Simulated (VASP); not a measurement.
# RbBr: convergence, deformation potentials

RbBr, Pm-3m (no. 221), 2 atoms in the cell. PBE, strained cells; PAW potentials Rb_sv, Br (PBE set). VASP 6.6.1.

Wanted: gap against ln V within 0.1 eV.

The series start from Relative volume step: 0.02; Cutoff (eV): 280; k-point spacing (1/Å): 0.3. Each series keeps the choices made before it, and each single choice may use up half of a tolerance. Times cover all steps of a run.

## Relative volume step

| Relative volume step | Gap against ln V (eV) | Time (s) |
|---|---|---|
| 0.06 | -3.12 | 16 |
| 0.02 | -3.11 | 16 |
| 0.01 (reference) | -3.10 | 16 |

## Cutoff (eV)

| Cutoff (eV) | Gap against ln V (eV) | Time (s) |
|---|---|---|
| 180 | -3.12 | 14 |
| 220 | -3.16 | 16 |
| 280 | -3.12 | 16 |
| 360 (reference) | -3.12 | 20 |

## k-point spacing (1/Å)

| k-point spacing (1/Å) | Gap against ln V (eV) | Time (s) |
|---|---|---|
| 0.9 | -3.10 | 13 |
| 0.5 | -3.12 | 14 |
| 0.3 | -3.12 | 14 |
| 0.2 (reference) | -3.12 | 15 |

## Question

The rows run from the loosest to the tightest. For each series: choose the loosest value from which every tighter one stays within half of the tolerance.

## Answer

- Relative volume step: 0.06
- Cutoff (eV): 180
- k-point spacing (1/Å): 0.9

## All choices together

| Input | Gap against ln V (eV) | Time (s) |
|---|---|---|
| quick settings (naive) | -3.39 | 12 |
| chosen settings | -3.10 | 13 |
| reference settings throughout | -3.11 | 22 |

The tolerance is met.

## The input

INCAR.step1:
```
PREC = Accurate
ENCUT = 330
EDIFF = 1E-7
ISMEAR = 0
SIGMA = 0.05
ALGO = Normal
LREAL = F
LASPH = T
NELM = 100
LWAVE = F
LCHARG = F
IBRION = 2
NSW = 30
ISIF = 3
EDIFFG = -0.005
KPAR = 4
```

INCAR.step2:
```
PREC = Accurate
ENCUT = 180
EDIFF = 1E-6
ISMEAR = 0
SIGMA = 0.05
ALGO = Normal
LREAL = F
LASPH = T
NELM = 100
LWAVE = F
LCHARG = F
KPAR = 4
```

KPOINTS.step1:
```
k-points
0
Gamma
  6 6 6
```

KPOINTS.step2:
```
Automatic mesh
0
Gamma
  2 2 2
  0 0 0
```

POSCAR.step1:
```
RbBr
1.0
    4.1260773000      0.0000000000      0.0000000000
    0.0000000000      4.1260773000      0.0000000000
    0.0000000000      0.0000000000      4.1260773000
Rb Br
1 1
Direct
    0.0000000000      0.0000000000      0.0000000000
    0.5000000000      0.5000000000      0.5000000000
```

POSCAR.step2:
```
RbBr
1.0
    4.1960495273      0.0000000000      0.0000000000
    0.0000000000      4.1960495273      0.0000000000
    0.0000000000      0.0000000000      4.1960495273
Rb Br
1 1
Direct
    0.0000000000      0.0000000000      0.0000000000
    0.5000000000      0.5000000000      0.5000000000
```

POSCAR.step3:
```
RbBr
1.0
    4.2783459016      0.0000000000      0.0000000000
    0.0000000000      4.2783459016      0.0000000000
    0.0000000000      0.0000000000      4.2783459016
Rb Br
1 1
Direct
    0.0000000000      0.0000000000      0.0000000000
    0.5000000000      0.5000000000      0.5000000000
```

POSCAR.step4:
```
RbBr
1.0
    4.1103918285      0.0000000000      0.0000000000
    0.0000000000      4.1103918285      0.0000000000
    0.0000000000      0.0000000000      4.1103918285
Rb Br
1 1
Direct
    0.0000000000      0.0000000000      0.0000000000
    0.5000000000      0.5000000000      0.5000000000
```

Commands (each step's output is kept before the next begins):
```
cat potpaw_PBE.64/Rb_sv/POTCAR potpaw_PBE.64/Br/POTCAR > POTCAR
cp INCAR.step1 INCAR
cp KPOINTS.step1 KPOINTS
cp POSCAR.step1 POSCAR
mpirun -np 4 vasp_std > vasp.out
rm WAVECAR CHG
cp INCAR.step2 INCAR
cp KPOINTS.step2 KPOINTS
cp POSCAR.step2 POSCAR
mpirun -np 4 vasp_std > vasp.out
rm WAVECAR CHG
cp POSCAR.step3 POSCAR
mpirun -np 4 vasp_std > vasp.out
rm WAVECAR CHG
cp POSCAR.step4 POSCAR
mpirun -np 4 vasp_std > vasp.out
```

The chosen input took VASP 6.6.1 13 s on 4 cores (Intel Xeon Platinum 8375C @ 2.90GHz (Ice Lake)), a shared host.
